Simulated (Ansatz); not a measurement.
The calculation used DFT PBE, scalar-relativistic, plane waves, PAW (Ansatz). All cells share a 420 eV cutoff and Γ-centred k meshes spaced at most about 0.3 Å⁻¹ (2π included). No spin polarisation.

Temperature and zero-point effects are left out.

Two forms of NaI were relaxed alike.

A.

```cif
data_structure
_symmetry_space_group_name_H-M 'Fm-3m'
_symmetry_Int_Tables_number 225
_cell_length_a 6.5282
_cell_length_b 6.5282
_cell_length_c 6.5282
_cell_angle_alpha 90.000
_cell_angle_beta 90.000
_cell_angle_gamma 90.000
_cell_volume 278.21
loop_
_atom_site_label
_atom_site_type_symbol
_atom_site_symmetry_multiplicity
_atom_site_Wyckoff_symbol
_atom_site_fract_x
_atom_site_fract_y
_atom_site_fract_z
_atom_site_occupancy
Na1 Na 4 a 0.00000 0.00000 0.00000 1
I1 I 4 b 0.50000 0.00000 0.00000 1
```

B.

```cif
data_structure
_symmetry_space_group_name_H-M 'P6_3mc'
_symmetry_Int_Tables_number 186
_cell_length_a 5.1508
_cell_length_b 5.1508
_cell_length_c 7.9732
_cell_angle_alpha 90.000
_cell_angle_beta 90.000
_cell_angle_gamma 120.000
_cell_volume 183.19
loop_
_atom_site_label
_atom_site_type_symbol
_atom_site_symmetry_multiplicity
_atom_site_Wyckoff_symbol
_atom_site_fract_x
_atom_site_fract_y
_atom_site_fract_z
_atom_site_occupancy
Na1 Na 2 b 0.33333 0.66667 0.38161 1
I1 I 2 b 0.33333 0.66667 0.99153 1
```

Question: Which would you expect to be lower, and how large is the difference?

Answer: A is lower, by 43 meV/atom. A has the rock salt type, space group Fm-3m (No. 225), 34.8 Å³/atom and a gap of 3.58 eV on its mesh; B has the wurtzite type, space group P6_3mc (No. 186), 45.8 Å³/atom and a gap of 3.70 eV. Counting I atoms around Na (those within 1.25 times the shortest such distance or 1.15 times the sum of covalent radii, 1.27 where that leaves under three), A has Na 6 and B has Na 4. The denser one is the lower, and pressure would at first widen the difference. Origin: A, reached from a cell as deposited in COD, among other starts; B, invented. Shaken at random and relaxed again, A came back. Checks on A: no imaginary mode on a 4×4×4 q mesh. Checks on B: no imaginary mode on a 2×2×1 q mesh.

Spin–orbit coupling, which can matter for I, is left out. Kohn–Sham gaps at this level usually fall short of measured ones. The missing spin–orbit coupling can work the other way here.
